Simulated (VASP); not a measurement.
# SiC in VASP: one cell, several levels of theory, part 2 of 2

VASP 6.6.1, plane waves, PAW. The steps go on from the part before.

### 3 Single point with r2SCAN

Contents of INCAR:

```
ENCUT = 520.000000
SIGMA = 0.010000
EDIFF = 1.00e-07
ALGO = Normal
METAGGA = R2SCAN
PREC = Accurate
IBRION = -1
ISIF = 2
ISMEAR = 0
NBANDS = 11
NELM = 120
NSW = 0
LASPH = .TRUE.
LCHARG = .TRUE.
LELF = .TRUE.
LWAVE = .FALSE.
LREAL = .FALSE.
```

Contents of KPOINTS:

```
KPOINTS created by Atomic Simulation Environment
0
Gamma
10 10 10
0 0 0
```

Contents of KPOINTS_OPT:

```
special points
7
Reciprocal
0.0000000000 0.0000000000 0.0000000000 1
-0.5000000000 -0.5000000000 0.0000000000 1
-0.3750000000 -0.3750000000 0.2500000000 1
-0.3750000000 0.0000000000 0.3750000000 1
0.0000000000 0.0000000000 0.5000000000 1
-0.5000000000 -0.2500000000 0.2500000000 1
0.0000000000 0.5000000000 0.5000000000 1
```

Contents of POSCAR:

```
Si C
 1.0000000000000000
     0.0000000000000000    2.2433939216000001    2.2433939216000001
     2.2433939216000001    0.0000000000000000    2.2433939216000001
     2.2433939216000001    2.2433939216000001    0.0000000000000000
 Si  C
   1   1
Cartesian
  0.0000000000000000  0.0000000000000000  0.0000000000000000
  1.1216969608000000  1.1216969608000000  1.1216969608000000
```

Launch:

```bash
mpirun -np 1 vasp_std
```

Printed to the terminal (iteration lines stand in OSZICAR):

```text
POSCAR found type information on POSCAR SiC
 POSCAR found :  2 types and       2 ions
 -----------------------------------------------------------------------------
|                                                                             |
|                                                                             |
|     You enforced a specific xc type in the INCAR file but a different       |
|     I HOPE YOU KNOW WHAT YOU ARE DOING!                                     |
|                                                                             |
 -----------------------------------------------------------------------------

 LDA part: xc-table for (None), standard interpolation
 POSCAR, INCAR and KPOINTS ok, starting setup
 FFT: planning ... GRIDC
 FFT: planning ... GRID_SOFT
 FFT: planning ... GRID
 WAVECAR not read
 entering main loop
 Start KPOINTS_OPT (optional k-point list driver)
k-point batch [1-7\7]
```

OSZICAR:

```text
N       E                     dE             d eps       ncg     rms          rms(c)
DAV:   1    -0.156540297182E+01   -0.15654E+01   -0.39472E+03  1050   0.623E+02
DAV:   2    -0.214328081525E+02   -0.19867E+02   -0.18878E+02  1340   0.108E+02
DAV:   3    -0.220679633501E+02   -0.63516E+00   -0.63400E+00  1283   0.162E+01
DAV:   4    -0.220705213223E+02   -0.25580E-02   -0.25579E-02  1185   0.133E+00
DAV:   5    -0.220705336222E+02   -0.12300E-04   -0.12300E-04  1268   0.857E-02    0.829E+00
DAV:   6    -0.191623139899E+02    0.29082E+01   -0.48710E+00  1145   0.100E+01    0.452E+00
DAV:   7    -0.192067470292E+02   -0.44433E-01   -0.39818E-01  1224   0.368E+00    0.225E+00
DAV:   8    -0.192168707912E+02   -0.10124E-01   -0.19428E-02  1118   0.105E+00    0.128E-01
DAV:   9    -0.192171682074E+02   -0.29742E-03   -0.58245E-04  1482   0.194E-01    0.112E-01
DAV:  10    -0.192172599299E+02   -0.91722E-04   -0.85683E-05  1145   0.772E-02    0.118E-02
DAV:  11    -0.192172580141E+02    0.19157E-05   -0.53826E-06  1356   0.133E-02    0.349E-03
DAV:  12    -0.192172580741E+02   -0.59941E-07   -0.19926E-07  1099   0.370E-03
   1 F= -.19217258E+02 E0= -.19217258E+02  d E =-.119874E-92
       N       E                     dE             ncg
DAV:   1     0.402033304620E+03   -0.20961E+04      162
DAV:   2     0.257038037864E+03   -0.14500E+03      212
DAV:   3     0.253193648359E+03   -0.38444E+01      204
DAV:   4     0.253181644073E+03   -0.12004E-01      189
DAV:   5     0.253181596613E+03   -0.47460E-04      201
DAV:   6     0.253181596280E+03   -0.33262E-06      195
DAV:   7     0.253181596278E+03   -0.23483E-08      195
```

From OUTCAR:

```text
k-points           NKPTS =     47   k-points in BZ     NKDIM =     47   number of bands    NBANDS=     11

   NELECT =       8.0000    total number of electrons

   dimension x,y,z NGX =    24 NGY =   24 NGZ =   24
   dimension x,y,z NGXF=    48 NGYF=   48 NGZF=   48

  energy-cutoff  :      520.00
  volume of cell :       22.58
      direct lattice vectors                 reciprocal lattice vectors
     0.000000000  2.243393922  2.243393922    -0.222876596  0.222876596  0.222876596
     2.243393922  0.000000000  2.243393922     0.222876596 -0.222876596  0.222876596
     2.243393922  2.243393922  0.000000000     0.222876596  0.222876596 -0.222876596

 k-points in reciprocal lattice and weights: KPOINTS created by Atomic Simulation Env
   0.00000000  0.00000000  0.00000000       0.001
   0.10000000  0.00000000  0.00000000       0.008
   0.20000000  0.00000000  0.00000000       0.008
   0.30000000  0.00000000  0.00000000       0.008
   0.40000000  0.00000000  0.00000000       0.008
   0.50000000  0.00000000  0.00000000       0.004
   0.10000000  0.10000000  0.00000000       0.006
   0.20000000  0.10000000  0.00000000       0.024
[... 39 more k-points ...]

 E-fermi :   7.1787

 k-point     1 :       0.0000    0.0000    0.0000
  band No.  band energies     occupation
      1      -8.4654      2.00000
      2       7.0362      2.00000
      3       7.0362      2.00000
      4       7.0362      2.00000
      5      12.7798      0.00000
      6      14.2594      0.00000
      7      14.2594      0.00000
      8      14.2594      0.00000
      9      21.7224      0.00000
     10      21.7224      0.00000
     11      23.4056      0.00000

 k-point     2 :       0.1000    0.0000    0.0000
  band No.  band energies     occupation
      1      -8.2767      2.00000
      2       5.9936      2.00000
      3       6.8986      2.00000
      4       6.8986      2.00000
      5      13.1538      0.00000
      6      14.4982      0.00000
      7      14.5053      0.00000
      8      14.5053      0.00000
      9      20.8566      0.00000
     10      20.8566      0.00000
     11      23.5810      0.00000

 k-point     3 :       0.2000    0.0000    0.0000
  band No.  band energies     occupation
      1      -7.7209      2.00000
      2       3.8638      2.00000
      3       6.5827      2.00000
      4       6.5827      2.00000
      5      12.9790      0.00000
      6      14.9021      0.00000
      7      14.9021      0.00000
      8      15.7292      0.00000
      9      20.2143      0.00000
     10      20.2143      0.00000
     11      22.7277      0.00000

 k-point     4 :       0.3000    0.0000    0.0000
  band No.  band energies     occupation
      1      -6.8408      2.00000
      2       1.5884      2.00000
      3       6.2566      2.00000
      4       6.2566      2.00000
      5      12.5771      0.00000
      6      14.8616      0.00000
      7      14.8616      0.00000
      8      16.9027      0.00000
      9      20.9703      0.00000
     10      20.9703      0.00000
     11      22.3469      0.00000

 k-point     5 :       0.4000    0.0000    0.0000
  band No.  band energies     occupation
      1      -5.7834      2.00000
      2      -0.3786      2.00000
      3       6.0301      2.00000
      4       6.0301      2.00000
      5      12.2957      0.00000
      6      14.5548      0.00000
      7      14.5548      0.00000
      8      17.3872      0.00000
      9      22.8472      0.00000
     10      22.8472      0.00000
     11      22.8647      0.00000

 k-point     6 :       0.5000    0.0000    0.0000
  band No.  band energies     occupation
      1      -5.1548      2.00000
      2      -1.3203      2.00000
      3       5.9506      2.00000
      4       5.9506      2.00000
      5      12.1990      0.00000
      6      14.4086      0.00000
      7      14.4086      0.00000
      8      17.4571      0.00000
      9      23.3545      0.00000
     10      24.4506      0.00000
     11      24.4506      0.00000

 k-point     7 :       0.1000    0.1000    0.0000
  band No.  band energies     occupation
      1      -8.2137      2.00000
      2       6.2124      2.00000
      3       6.5664      2.00000
      4       6.5664      2.00000
      5      13.4068      0.00000
      6      13.7232      0.00000
      7      14.9677      0.00000
      8      14.9677      0.00000
      9      19.4938      0.00000
     10      22.0157      0.00000
     11      24.3961      0.00000

 k-point     8 :       0.2000    0.1000    0.0000
  band No.  band energies     occupation
      1      -7.7797      2.00000
      2       4.5576      2.00000
      3       6.1361      2.00000
      4       6.3860      2.00000
      5      13.1649      0.00000
      6      14.1180      0.00000
      7      15.6102      0.00000
      8      15.6702      0.00000
      9      18.7101      0.00000
     10      21.7606      0.00000
     11      24.2381      0.00000

 k-point     9 :       0.3000    0.1000    0.0000
  band No.  band energies     occupation
      1      -7.0039      2.00000
      2       2.3842      2.00000
      3       5.7912      2.00000
      4       6.0032      2.00000
      5      12.8638      0.00000
      6      14.5079      0.00000
      7      15.7838      0.00000
      8      16.1240      0.00000
      9      19.5043      0.00000
     10      22.1479      0.00000
     11      23.5337      0.00000

 k-point    10 :       0.4000    0.1000    0.0000
  band No.  band energies     occupation
      1      -5.9825      2.00000
      2       0.3243      2.00000
      3       5.5551      2.00000
      4       5.6274      2.00000
      5      12.6214      0.00000
      6      14.2722      0.00000
      7      15.4262      0.00000
      8      17.1948      0.00000
      9      20.7458      0.00000
     10      23.6655      0.00000
     11      23.7347      0.00000

 k-point    11 :       0.5000    0.1000    0.0000
  band No.  band energies     occupation
      1      -5.1000      2.00000
      2      -1.0567      2.00000
      3       5.2007      2.00000
      4       5.6721      2.00000
      5      12.5762      0.00000
      6      14.0700      0.00000
      7      15.0253      0.00000
      8      17.9386      0.00000
      9      22.1619      0.00000
     10      24.3512      0.00000
     11      24.4574      0.00000

[... the tables of k-points 12 to 47 left out ...]

  Total       -2.3994953     -2.3994953     -2.3994953      0.0000000      0.0000000      0.0000000
  in kB     -170.2487247   -170.2487247   -170.2487247      0.0000000      0.0000000      0.0000000
  external PRESSURE =    -170.2487247 kB  Pullay stress =       0.0000000 kB

 POSITION                                       TOTAL-FORCE (eV/Angst)
 -----------------------------------------------------------------------------------
      0.00000      0.00000      0.00000        -0.000000     -0.000000     -0.000000
      1.12170      1.12170      1.12170         0.000000      0.000000      0.000000
 -----------------------------------------------------------------------------------
    total drift:                                0.000000      0.000000      0.000001

  FREE ENERGIE OF THE ION-ELECTRON SYSTEM (eV)
  ---------------------------------------------------
  free  energy   TOTEN  =       -19.2172580741 eV

  energy  without entropy=      -19.2172580741  energy(sigma->0) =      -19.21725807
```

Hardware: 1 MPI rank of Intel Xeon Platinum 8488C, shared host.

The levels at the points of KPOINTS_OPT are read from vasprun.xml.

Band energies at the special points (eV, zero at the top of v, the last band that the electrons fill by count):

```
point    v−1      v     c   c+1
    Γ   0.00   0.00  5.74  7.22
    X  -3.16  -3.16  1.77  4.49
    U  -5.31  -2.58  3.44  7.87
    K  -5.31  -2.58  3.44  7.87
    L  -1.09  -1.09  5.16  7.37
    W  -4.79  -4.49  5.58  9.25
```

The r2SCAN gap is 1.77 eV and indirect (Γ to X), with 4.94 eV as the least direct one. Pressure: -17.02 GPa; the forces vanish within 0.01 eV/Å.

Axes a, b and c in the maps are those of this run's conventional cell (a, b, c = 4.487, 4.487, 4.487 Å).

Density in a lattice plane of the grid's cell (edges 4.49 and 4.49 Å, at 0.000 of the third edge), which holds Si.

Ten even steps from ' ' (-0.17 e/Å³) to '@' (0.41 e/Å³):
```
::--**%%@@%%##++++====------====++++##%%@@%%**--
**##%%@@@@%%##**++==============++**##%%@@@@%%##
%%%%@@@@@@%%####**++++======++++**####%%@@@@@@%%
%%%%%%@@@@%%%%####****++++++****####%%%%@@@@%%%%
########%%%%%%%%%%##############%%%%%%%%%%######
++++****####%%%%@@@@%%%%%%%%%%@@@@%%%%####****++
====++++**####%%@@@@@@%%%%%%@@@@@@%%####**++++==
========++**##%%@@@@%%##**##%%@@@@%%##**++======
----====++**##%%@@%%**--::--**%%@@%%##++++====--
------====++##%%%%##==..  ..==##%%%%##++====----
----====++++##%%@@%%**--::--**%%@@%%##++++====--
========++**##%%@@@@%%##**##%%@@@@%%##**++======
====++++**####%%@@@@@@%%%%%%@@@@@@%%####**++++==
++++****####%%%%@@@@%%%%%%%%%%@@@@%%%%####****++
########%%%%%%%%%%##############%%%%%%%%%%######
%%%%%%@@@@%%%%####****++++++****####%%%%@@@@%%%%
%%%%@@@@@@%%####**++++======++++**####%%@@@@@@%%
**##%%@@@@%%##**++==============++**##%%@@@@%%##
::--**%%@@%%##++++====------====++**##%%@@%%**--
  ..==##%%%%##++====----------====++##%%%%##==..
```
Columns run along the first of these edges and rows up along the second, over one cell in 24 and 20 even steps from the bottom left corner. Atoms in the plane (fractional): Si at (0.00, 0.00), Si at (0.50, 0.50).

ELF in the same plane.

Values, 12 rows by 12 columns:
```
0.14 0.41 0.61 0.46 0.20 0.06 0.03 0.06 0.20 0.46 0.61 0.40
0.37 0.61 0.73 0.60 0.39 0.20 0.11 0.20 0.39 0.60 0.73 0.61
0.32 0.46 0.60 0.62 0.60 0.46 0.32 0.46 0.60 0.62 0.60 0.46
0.11 0.20 0.39 0.60 0.73 0.61 0.37 0.61 0.73 0.60 0.39 0.20
0.03 0.06 0.20 0.46 0.61 0.41 0.13 0.40 0.61 0.46 0.20 0.06
0.01 0.03 0.11 0.32 0.37 0.14 0.04 0.13 0.37 0.32 0.11 0.03
0.03 0.06 0.20 0.46 0.61 0.40 0.14 0.41 0.61 0.46 0.20 0.06
0.11 0.20 0.39 0.60 0.73 0.61 0.37 0.61 0.73 0.60 0.39 0.20
0.32 0.46 0.60 0.62 0.60 0.46 0.32 0.46 0.60 0.62 0.60 0.46
0.37 0.61 0.73 0.60 0.39 0.20 0.11 0.20 0.39 0.60 0.73 0.61
0.13 0.40 0.61 0.46 0.20 0.06 0.03 0.06 0.20 0.46 0.61 0.41
0.04 0.13 0.37 0.32 0.11 0.03 0.01 0.03 0.11 0.32 0.37 0.14
```
Columns run along the first of these edges and rows up along the second, over one cell in 12 and 12 even steps from the bottom left corner. Atoms in the plane (fractional): Si at (0.00, 0.00), Si at (0.50, 0.50).

Both are smooth fields of the valence electrons: close to the nuclei they are not physical.

The highest ELF values outside the cores: 0.93 on the C–Si line, 0.9 Å from C.

### 4 Results

The summary covers parts 1 to 2.

```
 level  gap (eV)  pressure (GPa)  Ansatz: gap (eV)  Ansatz: pressure (GPa)
   PBE      1.43          -13.37              1.43                  -13.34
r2SCAN      1.77          -17.02              1.77                  -16.91
```

What this shows: The gap spans 1.43 eV (PBE) to 1.77 eV (r2SCAN). At this one volume the pressure spans -17.0 GPa (r2SCAN) to -13.4 GPa (PBE): PBE wants the largest cell and r2SCAN the smallest. The two programs agree on the gap within 0.02 eV, far less than the spread between functionals. Each program uses its own PAW datasets and cutoff.
